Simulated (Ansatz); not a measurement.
Density of states of InSb (F-43m, a = 6.520 Å, b = 6.520 Å, c = 6.520 Å, α = 90.00°, β = 90.00°, γ = 90.00°), in states per eV and primitive cell, averaged over bins of 0.4 eV. All numbers below come from DFT PBEsol, scalar-relativistic, plane waves, PAW (Ansatz).

Settings: cutoff 420 eV, Γ-centred mesh 12×12×12 on the computed 2-atom cell, Gaussian smearing of 0.10 eV; no spin polarisation.

The cell is relaxed at this level. The states (both spins) are summed by tetrahedra on a 18×18×18 mesh at the self-consistent density. Energies are bin centres; the table starts no lower than −8 eV and ends at 6 eV, or lower where the solved bands end.

The gap is zero at this level, with almost no states at the Fermi level.

```tsv
E − E_F (eV)	total	Sb 5p	In 5p	In 5s	Sb 5s
-5.75	1.74	0.71	0.08	0.89	0.05
-5.35	1.26	0.51	0.11	0.55	0.09
-4.95	0.63	0.25	0.06	0.25	0.07
-4.55	0.42	0.17	0.04	0.15	0.06
-4.15	0.29	0.12	0.03	0.10	0.04
-3.75	0.21	0.09	0.02	0.07	0.04
-3.35	0.22	0.10	0.04	0.05	0.03
-2.95	1.56	0.87	0.58	0.06	0.03
-2.55	1.49	0.85	0.53	0.06	0.03
-2.15	1.98	1.20	0.68	0.05	0.03
-1.75	1.83	1.16	0.59	0.04	0.02
-1.35	1.67	1.12	0.49	0.03	0.01
-0.95	1.10	0.78	0.29	0.01	0.01
-0.55	0.48	0.36	0.10	0.00	0.00
-0.15	0.11	0.09	0.02	0.00	0.00
0.25	0.01	0.00	0.00	0.00	0.00
0.65	0.18	0.04	0.04	0.05	0.03
1.05	0.51	0.15	0.12	0.14	0.08
1.45	1.44	0.45	0.41	0.34	0.16
1.85	2.06	0.68	0.57	0.46	0.20
2.25	1.15	0.34	0.36	0.21	0.12
2.65	1.00	0.25	0.43	0.13	0.09
3.05	1.01	0.23	0.55	0.08	0.07
3.45	2.10	0.49	1.16	0.08	0.08
3.85	1.43	0.38	0.76	0.06	0.04
4.25	1.96	0.51	0.91	0.07	0.03
4.65	1.72	0.42	0.77	0.05	0.05
5.05	1.17	0.27	0.51	0.03	0.04
5.45	1.15	0.24	0.46	0.03	0.05
```

The columns after the total are the main Löwdin projections on the occupied valence shells of the potentials; 1 other is left out. The rest of the total lies in those, in shells that are empty in the free atom, which aren't projected, and between the atoms.

Spin-orbit coupling is left out, which matters for the bands of heavy elements.

Cost: 1 run of about 1.1 core-minutes, on Intel Xeon Platinum 8259CL (Skylake/Cascade Lake) (shared hosts).